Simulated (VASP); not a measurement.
Set up this calculation in VASP 6.6.1, as the native input.

```
Task                    : density of states
Functional              : optB88-vdW
Potentials or basis     : VASP PAW PBE potentials, release 64 (Te, Mo)
Cutoff                  : 500 eV
k mesh                  : 9 × 9 × 2
Occupations             : fermi-dirac, width 0.1 eV
Spin                    : no spin polarisation
k mesh for the DOS      : 14 × 14 × 3
Occupations for the DOS : tetrahedron
Further INCAR settings  : ALGO = Fast; EDIFF = 1e-07
```

Te2Mo, a slab with vacuum:

```
Te Mo
1.0
     3.56023    0.00000    0.00000
    -1.78012    3.08325    0.00000
     0.00000    0.00000   17.52406
Te Mo
2 1
Direct
  0.33333 0.66667 0.10214
  0.33333 0.66667 0.89786
  0.00000 0.00000 0.00000
```

One way to write it, as run:

POSCAR

```
Te2Mo
1.0
    3.5602328140      0.0000000000      0.0000000000
   -1.7801164070      3.0832520603      0.0000000000
    0.0000000000      0.0000000000     17.5240578200
Te Mo
2 1
Cartesian
   -0.0000000002      2.0555013736      1.7899870002
   -0.0000000002      2.0555013736     15.7340708198
    0.0000000000      0.0000000000      0.0000000000
```

INCAR.step1

```
SYSTEM = Te2Mo
PREC = Accurate
ENCUT = 500
EDIFF = 1E-7
ISMEAR = -1
SIGMA = 0.1
LREAL = .FALSE.
LASPH = .TRUE.
NELM = 80
ALGO = Fast
ISIF = 2
LWAVE = .FALSE.
LCHARG = .TRUE.
LMAXMIX = 4
GGA = BO
LUSE_VDW = .TRUE.
AGGAC = 0.0
PARAM1 = 0.1833333333
PARAM2 = 0.22
```

KPOINTS.step1

```
regular mesh
0
G
  9 9 2
  0 0 0
```

INCAR.step2

```
SYSTEM = Te2Mo
PREC = Accurate
ENCUT = 500
EDIFF = 1E-7
ISMEAR = -5
SIGMA = 0.1
LREAL = .FALSE.
LASPH = .TRUE.
NELM = 80
ALGO = Fast
ISIF = 2
LWAVE = .FALSE.
LCHARG = .FALSE.
LMAXMIX = 4
GGA = BO
LUSE_VDW = .TRUE.
AGGAC = 0.0
PARAM1 = 0.1833333333
PARAM2 = 0.22
LORBIT = 10
NEDOS = 2001
ICHARG = 11
```

KPOINTS.step2

```
regular mesh
0
G
  14 14 3
  0 0 0
```

Potentials or basis: VASP PAW PBE potentials, release 64 (Te, Mo).

Run with:

```sh
$ cat potpaw_PBE.64/Te/POTCAR potpaw_PBE.64/Mo/POTCAR > POTCAR
$ cp INCAR.step1 INCAR
$ cp KPOINTS.step1 KPOINTS
$ mpirun -np 1 vasp_std > vasp.out
$ cp INCAR.step2 INCAR
$ cp KPOINTS.step2 KPOINTS
$ mpirun -np 1 vasp_std > vasp.out
```

It gave:

```
Valence electrons inside the program's atomic spheres : Te 3.44; Mo 5.15
```

It took 7.1 min on 1 thread of Intel(R) Xeon(R) Platinum 8488C (Sapphire Rapids) (shared host), peak memory 0.84 GiB.
